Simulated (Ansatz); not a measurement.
Runs of Ansatz 0.2.0 on Bi. Symmetry: R-3m, No. 166, trigonal system. Conventional cell: a = 4.535 Å, b = 4.535 Å, c = 11.814 Å, α = 90.00°, β = 90.00°, γ = 120.00°. Bi (site symmetry 3m) is surrounded by 6 Bi at 3.06 to 3.52 Å. 

```csv
task,cell,cutoff (eV),pressure (GPa),largest force (eV/Å)
relaxation of cell and atoms,relaxed to 30 GPa,-,30.0,-
relaxation of cell and atoms,relaxed to 10 GPa,-,10.0,-
relaxation of cell and atoms,relaxed to 5 GPa,-,5.0,-
relaxation of cell and atoms,relaxed to 20 GPa,-,20.0,-
single point,strain_shear_xy = 0,214,(a),0.13
relaxation of cell and atoms,relaxed,-,0.0,0.01
```

Alike in all rows: level PBEsol; potentials or basis all-electron LAPW, scalar-relativistic; no spin polarisation; k mesh 7 × 7 × 7; smearing fermi-dirac 0.05 eV; basis error allowed 0.001 eV/atom.

Q: Fill in the values left out.

A: (a) -0.3.
